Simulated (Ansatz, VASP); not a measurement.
**NaCl in two plane-wave programs**

One calculation is typed for both programs; each brings its own data sets and cutoff. How far apart do they land? The cell is taken from a series of VASP runs on this material, whose earlier steps may have relaxed, scaled or displaced it; both programs get it as it stands.

Method: plane waves, with VASP 6.6.1 beside it; relaxation of cell and atoms at PBEsol and relaxation of cell and atoms at LDA, in Ansatz 0.2.0.

### Step 1. Starting point

The structure is cubic, space group Fm-3m (No. 225). Conventional cell: a = 5.601 Å, b = 5.601 Å, c = 5.601 Å, α = 90.00°, β = 90.00°, γ = 90.00°. Nearest to Cl lie 6 Na at 2.80 Å. Nearest to Na lie 6 Cl at 2.80 Å. Farther neighbours and most contacts between anions are not listed.

### Step 2. Ansatz: relaxation of cell and atoms, PBEsol

Ansatz runs on its default PAW (the set named soft_2) files.

The relaxed volume is the usual yardstick between codes: its relative difference is about their pressure difference at one cell divided by the bulk modulus.

Input file input.yaml:

```yaml
crystal:
  lattice:
    - [0.0, 2.8003316646, 2.8003316646]
    - [2.8003316646, 0.0, 2.8003316646]
    - [2.8003316646, 2.8003316646, 0.0]
  atoms:
    - { symbol: Cl, position: [0.5, 0.5, 0.5] }
    - { symbol: Na, position: [0.0, 0.0, 0.0] }
hamiltonian:
  xc: pbesol
  pseudopotentials: { kind: paw }
kpoints:
  mp_grid: { grid: [6, 6, 6] }
scf:
  occupations: { method: gaussian, width: 0.03 }
relax:
  f_tol: 0.01
  max_steps: 60
  cell: { stress_tol: 0.05 }
output:
  forces: true
  stress: true
```

Started as:

```sh
$ ansatz run input.yaml --threads 4 --pin off --max-ram 9216MiB --backend cpu --events-out ev --progress --plain --runs-dir out
```

Numbers of over 12 decimals in the logs are rounded to 6 here.

What it wrote:

```text
Engine: ansatz 0.2.0, aarch64-unknown-linux-gnu
Pseudopotentials: kind: paw
Pseudopotential: Cl, paw, valence charge 7, recommended cutoff 420 eV (normal), Cl.paw.azcp
Pseudopotential: Na, paw, valence charge 9, recommended cutoff 420 eV (normal), Na.paw.azcp
Functional definition: PBEsol
  exchange = pbesol_x
  correlation = pbesol_c
Crystal: 2 atoms, lattice volume = 43.920 Å³
Basis set: ecut = 420 eV, 869 PW (Γ), exchange–correlation on 54×54×54 points (8 copies of the dense FFT grid, shifted against one another)
Bands: 12, of which v1, the nominal top of the filled ones, is band 8 counted from 1 (7 counted from 0)
Symmetry: 48 space group operations
Space group: Fm-3m (ITA 225), of the structure as read, at distance tolerance 3.5e-5 Å
k-points: 16 of 216
Non-local potential: Cl, projectors of the file, l = 0: 2, l = 1: 2, l = 2: 2
Non-local potential: Na, projectors of the file, l = 0: 3, l = 1: 2, l = 2: 1
PAW form: soft (Blöchl's): semilocal exchange-correlation on the pseudo side does not see the compensation charge
PAW frozen core: Cl, regenerated for the run's functional, and the local potential with it (the file was generated under x = pbe(κ = 0.804, μ = 0.219515), c = pbe(β = 0.066725))
PAW frozen core: Na, regenerated for the run's functional, and the local potential with it (the file was generated under x = pbe(κ = 0.804, μ = 0.219515), c = pbe(β = 0.066725))
PAW one-centre angular grid: Cl, 110 points (default); XC on 64 Gauss nodes
PAW one-centre angular grid: Na, 110 points (default); XC on 64 Gauss nodes
Initial density: superposition of atomic densities (neutral atoms: chi_scale 0, normalization atom), corrected by the library's trained network
Initial wavefunctions: pseudopotential atomic-orbital guess
Functional: x = pbesol(κ = 0.804, μ = 0.123457), c = pbesol(β = 0.046)
SCF iter   1: F=—  HF=-2540.289492 eV  |F-HF|=—  |Δ(HF+E_count)|=         —  Δρ=2.85e-3  dr2=3.79e-3  ethr=1.77e-3  ⟨swp⟩=6.0  Hψ=1130  notcnv=0
preconditioner: auto → none  [insulator: Δε(μ)=4.958 eV  Ē_g=20.761 eV  σ=0.030 eV  W_gap=1.00  n_scr=14 (ndim 8)  ℏωp=21.0 eV  f_vac=0.028  D(μ)=0.00/eV (n_scr^D=0)  ε∞_Penn≈2.0]
SCF iter   2: F=—  HF=-2540.286810 eV  |F-HF|=—  |Δ(HF+E_count)|=   2.68e-3  Δρ=1.26e-3  dr2=9.25e-4  ethr=2.37e-5  ⟨swp⟩=2.7  Hψ=487  notcnv=0
SCF iter   3: F=—  HF=-2540.286782 eV  |F-HF|=—  |Δ(HF+E_count)|=   2.73e-5  Δρ=9.16e-4  dr2=5.23e-4  ethr=5.78e-6  ⟨swp⟩=2.0  Hψ=320  notcnv=0
SCF iter   4: F=—  HF=-2540.286605 eV  |F-HF|=—  |Δ(HF+E_count)|=   1.77e-4  Δρ=2.54e-4  dr2=3.54e-5  ethr=3.27e-6  ⟨swp⟩=2.0  Hψ=233  notcnv=0
SCF iter   5: F=—  HF=-2540.286631 eV  |F-HF|=—  |Δ(HF+E_count)|=   2.54e-5  Δρ=3.52e-5  dr2=9.96e-7  ethr=2.21e-7  ⟨swp⟩=2.0  Hψ=256  notcnv=0
SCF iter   6: F=-2540.286630 eV  HF=-2540.286630 eV  |F-HF|=2.01e-8  |Δ(HF+E_count)|=   1.92e-7  Δρ=7.36e-6  dr2=4.34e-8  ethr=6.25e-10  ⟨swp⟩=3.0  Hψ=655  notcnv=0
SCF 1 converged in 6 iterations: F = -2540.286630 eV  dr2 = 4.34e-8
  greatest PAW one-centre occupation: 0.999 electrons in one spin orbital (limit 2), on the Na atom at site 1 (counted from 0), in its partial waves of l = 0
relax step   1: F+E_penalty+E_count = -2540.28663036 eV  Δ(F+E_penalty+E_count) = +0.000e0 eV  max|allowed force component| = 2.087e-30 eV/Å  Δτ_max = 0.0000 Å  P = +0.020 GPa  Ω = 43.920 Å³  (6 SCF iters, dr2 threshold 1.00e-7 eV, accepted)
Initial density: handed on by an earlier stage of this run
Initial wavefunctions: pseudopotential atomic-orbital guess (no wavefunctions were taken with the density)
iter 1 solved again at ethr=4.71e-6 eV; its pass at ethr=3.10e-3 eV (dr2=7.53e-4 eV) is discarded
SCF iter   1: F=—  HF=-2540.286595 eV  |F-HF|=—  |Δ(HF+E_count)|=         —  Δρ=6.37e-6  dr2=2.36e-8  ethr=4.71e-6  ⟨swp⟩=2.6  Hψ=1571  notcnv=0
eigensolver tolerance schedule: the retry pair's looser diagonalisation over-reported the residual by 31887.11 of it (diagonalisation noise at an unbounded share of the residual, at the tolerance the schedule requests for it); recorded, not acted on — ethr = c·dr2/N_el stays at c = 1.0e-1
preconditioner: auto → none  [insulator: Δε(μ)=5.013 eV  Ē_g=20.798 eV  σ=0.030 eV  W_gap=1.00  n_scr=14 (ndim 8)  ℏωp=21.0 eV  f_vac=0.018  D(μ)=0.00/eV (n_scr^D=0)  ε∞_Penn≈2.0]
SCF iter   2: F=—  HF=-2540.286630 eV  |F-HF|=—  |Δ(HF+E_count)|=   3.57e-5  Δρ=3.95e-6  dr2=7.74e-9  ethr=1.48e-10  ⟨swp⟩=2.8  Hψ=387  notcnv=0
SCF iter   3: F=—  HF=-2540.286630 eV  |F-HF|=—  |Δ(HF+E_count)|=  1.61e-10  Δρ=1.82e-6  dr2=1.10e-9  ethr=4.83e-11  ⟨swp⟩=2.0  Hψ=304  notcnv=0
SCF iter   4: F=—  HF=-2540.286630 eV  |F-HF|=—  |Δ(HF+E_count)|=  2.31e-10  Δρ=4.73e-7  dr2=6.86e-11  ethr=6.86e-12  ⟨swp⟩=2.4  Hψ=283  notcnv=0
SCF iter   5: F=-2540.286630 eV  HF=-2540.286630 eV  |F-HF|=6.82e-12  |Δ(HF+E_count)|=  1.10e-10  Δρ=1.58e-7  dr2=8.73e-12  ethr=1.00e-12  ⟨swp⟩=5.0  Hψ=701  notcnv=0
SCF 2 converged in 5 iterations: F = -2540.286630 eV  dr2 = 8.73e-12
relax step   2: F+E_penalty+E_count = -2540.28663037 eV  Δ(F+E_penalty+E_count) = -1.451e-8 eV  max|allowed force component| = 1.331e-30 eV/Å  Δτ_max = 0.0000 Å  P = +0.020 GPa  Ω = 43.920 Å³  stress off target by 1.98e-2 GPa  SCF on the basis re-selected at this cell (its energy is not comparable with the rows above)  (5 SCF iters)
basis re-selected at this cell: Δ(F+E_penalty+E_count) = -1.451e-8 eV, ΔP = -0.000 GPa vs the last step (what re-selecting the basis moved, of the pressure what is left beyond the Pulay correction that the steps carried, after the strain that the cell walked since its last selection, with what the two solves' SCF thresholds leave and, on support functions, any second-order correction that the steps lacked; it is no m [...]
SCF converged after 5 iterations
Free energy (F): -2540.286630 eV
Harris-Foulkes:  -2540.286630 eV  (|F-HF|=6.82e-12)
Internal energy: -2540.286630 eV  (E = F + TS)
E sigma→0 (E₀):  -2540.286630 eV
Fermi energy:    3.715653 eV
--- Per-component energies (eV) ---
  E_band       = -231.360186
  E_kinetic    = 282.634789
  E_local      = -1519.033891  (includes V_loc(G=0)·N_el)
  E_nonlocal   = 144.824598
  E_hartree    = 534.212499
  E_xc         = -145.005672
  E_vxc        = -171.864128  (∫ρ·V_xc dr)
  E_paw        = -895.323366  (= ΣΔE_a)
  E_vpaw       = -36.346662  (= ΣTr[D̂ρ^β])
  E_aug_tail   = 0.000080  (compensation charges beyond the density's cutoff)
  E_ewald      = -942.728793
  E_core_change = 0.133126  (= ΣΔE_core)
  E_smearing   = -0.000000  (= −TS)
  E_closure    = -0.000000  (closes the sum)
  Σ components = -2540.286630   (vs F -2540.286630, Δ=0.00e0)
--- Forces (eV/Å), atoms counted from 1 ---
  atom   1  Cl     0.00000000     0.00000000     0.00000000
  atom   2  Na    -0.00000000     0.00000000    -0.00000000
  max |Σ_I F_I| component: 2.07e-30 eV/Å
--- Stress (GPa, compression-positive) ---
        0.019850       0.000000       0.000000
        0.000000       0.019850      -0.000000
       -0.000000       0.000000       0.019850
  P = ⅓ Tr σ = 0.0198 GPa (0.198 kbar)
--- Relaxed structure (1 steps of the walk, 1 accepted, 1 SCFs on fresh bases) ---
  F+E_penalty+E_count = -2540.28663037 eV   max|allowed force component| = 1.331e-30 eV/Å   (the final SCF, on the basis selected at the relaxed cell)
  cell:  # Å, volume = 43.9196 Å³
    - [0.0, 2.8003316646, 2.8003316646]
    - [2.8003316646, 0.0, 2.8003316646]
    - [2.8003316646, 2.8003316646, 0.0]
  atoms:
    - { symbol: Cl, position: [0.5, 0.5, 0.5] }
    - { symbol: Na, position: [0.0, 0.0, 0.0] }
```

The job ended after 0.61 s (4 threads of Arm Neoverse V2, shared host; peak memory 0.28 GiB; 1.4 s of CPU time).

### Step 3. VASP: relaxation of cell and atoms, PBEsol

The same cell, functional, mesh and smearing now go to VASP, with its own data sets and cutoff.

Lines of VASP's logs that name or quote its potential files are left out, and so is its time.

Input file INCAR:

```
SYSTEM = NaCl
PREC = Accurate
ENCUT = 450
EDIFF = 1E-06
NELM = 100
ISMEAR = 0
SIGMA = 0.03
LREAL = .FALSE.
ALGO = Normal
GGA = PS
NBANDS = 13
LORBIT = 11
LWAVE = .FALSE.
LCHARG = .FALSE.
KPAR = 4
IBRION = 2
NSW = 50
ISIF = 3
EDIFFG = -0.006
```

Input file POSCAR:

```
NaCl
1.0
    0.0000000000      2.8003316646      2.8003316646
    2.8003316646      0.0000000000      2.8003316646
    2.8003316646      2.8003316646      0.0000000000
Cl Na
1 1
Direct
    0.5000000000      0.5000000000      0.5000000000
    0.0000000000      0.0000000000      0.0000000000
```

Input file KPOINTS:

```
Automatic mesh
0
Gamma
6 6 6
0 0 0
```

The projector-augmented-wave data sets are Cl and Na_pv (PBE family, release 64).

Started as:

```sh
$ mpirun -np 4 vasp_std
```

What it wrote:

```text
[banner, memory and clock lines left out]
running    4 mpi-ranks, on    1 nodes
 distrk:  each k-point on    1 cores,    4 groups
 distr:  one band on    1 cores,    1 groups

 POSCAR found type information on POSCAR ClNa
 POSCAR found :  2 types and       2 ions
|                                                                             |
|               ----> ADVICE to this user running VASP <----                  |
|                                                                             |
|     You enforced a specific xc type in the INCAR file but a different       |
|     [... a line on the potential file left out ...]
|     I HOPE YOU KNOW WHAT YOU ARE DOING!                                     |
|                                                                             |

 LDA part: xc-table for (Slater+PW92), standard interpolation
 POSCAR, INCAR and KPOINTS ok, starting setup
 FFT: planning ... GRIDC
 FFT: planning ... GRID_SOFT
 FFT: planning ... GRID
 WAVECAR not read
 entering main loop
       N       E                     dE             d eps       ncg     rms          rms(c)
DAV:   1     0.858148064238E+02    0.85815E+02   -0.67070E+03   434   0.969E+02
DAV:   2    -0.285444912907E+00   -0.86100E+02   -0.80114E+02   482   0.258E+02
DAV:   3    -0.704859823802E+01   -0.67632E+01   -0.67270E+01   516   0.689E+01
DAV:   4    -0.715674682173E+01   -0.10815E+00   -0.10810E+00   501   0.961E+00
DAV:   5    -0.715948761675E+01   -0.27408E-02   -0.27407E-02   522   0.150E+00    0.191E+00
DAV:   6    -0.700527194913E+01    0.15422E+00   -0.26356E-01   496   0.376E+00    0.137E+00
DAV:   7    -0.699469890299E+01    0.10573E-01   -0.63661E-02   551   0.175E+00    0.926E-01
DAV:   8    -0.699813492426E+01   -0.34360E-02   -0.75427E-03   456   0.843E-01    0.272E-01
DAV:   9    -0.699804427190E+01    0.90652E-04   -0.18517E-04   521   0.112E-01    0.174E-01
DAV:  10    -0.699808176985E+01   -0.37498E-04   -0.30092E-04   461   0.115E-01    0.596E-02
DAV:  11    -0.699807095479E+01    0.10815E-04   -0.21294E-05   501   0.351E-02    0.204E-02
DAV:  12    -0.699807014445E+01    0.81034E-06   -0.37811E-06   456   0.124E-02
   1 F= -.69980701E+01 E0= -.69980701E+01  d E =-.699807E+01
 curvature:   0.00 expect dE= 0.000E+00 dE for cont linesearch  0.000E+00
 trial: gam= 0.00000 g(F)=  0.689E-60 g(S)=  0.275E-04 ort = 0.000E+00 (trialstep = 0.100E+01)
 search vector abs. value=  0.275E-04
 bond charge predicted
       N       E                     dE             d eps       ncg     rms          rms(c)
DAV:   1    -0.699826451230E+01   -0.19356E-03   -0.36915E-03   491   0.821E-01    0.851E-02
DAV:   2    -0.699811466227E+01    0.14985E-03   -0.21860E-04   481   0.142E-01    0.346E-02
DAV:   3    -0.699809174114E+01    0.22921E-04   -0.54491E-05   506   0.764E-02    0.167E-02
DAV:   4    -0.699809188621E+01   -0.14507E-06   -0.13699E-06   293   0.144E-02
   2 F= -.69980919E+01 E0= -.69980919E+01  d E =-.217418E-04
 trial-energy change:   -0.000022  1 .order   -0.000017   -0.000028   -0.000006
 step:   1.1110(harm=  1.2814)  dis= 0.00000  next Energy=    -6.998092 (dE=-0.221E-04)
 reached required accuracy - stopping structural energy minimisation
```

OUTCAR, selected parts (step 3):

```text
ion  position               nearest neighbor table
   1  0.500  0.500  0.500-
   2  0.000  0.000  0.000-

  LATTYP: Found a face centered cubic cell.
 ALAT       =     5.6006633292

 Subroutine GETGRP returns: Found 48 space group operations
 (whereof 48 operations were pure point group operations)

The static configuration has the point symmetry O_h .

 Found     16 irreducible k-points:

   k-points           NKPTS =     16   k-points in BZ     NKDIM =     16   number of bands    NBANDS=     13

   dimension x,y,z NGX =    28 NGY =   28 NGZ =   28
   dimension x,y,z NGXF=    56 NGYF=   56 NGZF=   56

   ENCUT  =  450.0 eV  33.07 Ry    5.75 a.u.   6.85  6.85  6.85*2*pi/ulx,y,z

   NELECT =      14.0000    total number of electrons

 k-points in reciprocal lattice and weights: Automatic mesh
   0.00000000  0.00000000  0.00000000       0.005
   0.16666667  0.00000000  0.00000000       0.037
   0.33333333  0.00000000  0.00000000       0.037
   0.50000000  0.00000000  0.00000000       0.019
   0.16666667  0.16666667  0.00000000       0.028
   0.33333333  0.16666667  0.00000000       0.111
   0.50000000  0.16666667  0.00000000       0.111
  -0.33333333  0.16666667  0.00000000       0.111
  -0.16666667  0.16666667  0.00000000       0.056
[...]
-0.33333333  0.33333333  0.16666667       0.111
  -0.33333333  0.50000000  0.16666667       0.056

 average (electrostatic) potential at core
       1 -93.5772       2 -46.9435

 E-fermi :  -0.4830

 k-point     1 :       0.0000    0.0000    0.0000
  band No.  band energies     occupation
    ...
      3     -21.2640      2.00000
      4     -13.3505      2.00000
      5      -0.6532      2.00000
      6      -0.6532      2.00000
      7      -0.6532      2.00000
      8       4.3601      0.00000
      9      10.3642      0.00000
     10      10.3642      0.00000
     11      10.3642      0.00000
     12      12.6152      0.00000
    ...

 k-point     2 :       0.1667    0.0000    0.0000
  band No.  band energies     occupation
    ...
      3     -21.2646      2.00000
      4     -13.2622      2.00000
      5      -1.2953      2.00000
      6      -0.7273      2.00000
      7      -0.7273      2.00000
      8       5.1977      0.00000
      9       9.5476      0.00000
     10      10.6601      0.00000
     11      10.6601      0.00000
     12      12.2867      0.00000
    ...

 k-point     3 :       0.3333    0.0000    0.0000
  band No.  band energies     occupation
    ...
      3     -21.2658      2.00000
      4     -13.0773      2.00000
      5      -2.2797      2.00000
      6      -0.8681      2.00000
      7      -0.8681      2.00000
      8       6.2838      0.00000
      9       9.3870      0.00000
     10      10.4919      0.00000
     11      10.4919      0.00000
     12      13.3859      0.00000
    ...

  Total       -0.0042834     -0.0042834     -0.0042834      0.0000000      0.0000000      0.0000000
  in kB       -0.1564793     -0.1564793     -0.1564793      0.0000000      0.0000000      0.0000000
  external PRESSURE =      -0.1564793 kB  Pullay stress =       0.0000000 kB

  energy-cutoff  :      450.00
  volume of cell :       43.86
      direct lattice vectors                 reciprocal lattice vectors
     0.000000000  2.799013986  2.799013986    -0.178634334  0.178634334  0.178634334
     2.799013986 -0.000000000  2.799013986     0.178634334 -0.178634334  0.178634334
     2.799013986  2.799013986 -0.000000000     0.178634334  0.178634334 -0.178634334

 POSITION                                       TOTAL-FORCE (eV/Angst)
 -----------------------------------------------------------------------------------
      2.79901      2.79901      2.79901         0.000000     -0.000000      0.000000
      0.00000      2.79901      2.79901        -0.000000      0.000000     -0.000000
 -----------------------------------------------------------------------------------
    total drift:                               -0.000000     -0.000000      0.000000

  FREE ENERGIE OF THE ION-ELECTRON SYSTEM (eV)
  ---------------------------------------------------
  free  energy   TOTEN  =        -6.9980918862 eV

  energy  without entropy=       -6.9980918862  energy(sigma->0) =       -6.99809189

 reached required accuracy - stopping structural energy minimisation

 total charge
# of ion       s       p       d       tot
------------------------------------------
    1        1.578   3.557   0.000   5.135
    2        0.045   5.983   0.000   6.028
--------------------------------------------------
tot          1.622   9.540   0.000  11.163

[... 3 further parts left out ...]
```

[end of part 1 of 2]

[Lines on the potential files, build, host, timing and source positions are cut from VASP's logs without a mark.]

[Logs are printed without paths, hosts, clocks, repeated set-up lines and the standing remarks that a program may print on its own settings, such as how far it seeks lower states.]

[Hosts, paths, dates, database ids (printed as entryN), source tags and the programs' standing remarks are cut or masked in the printed files.]
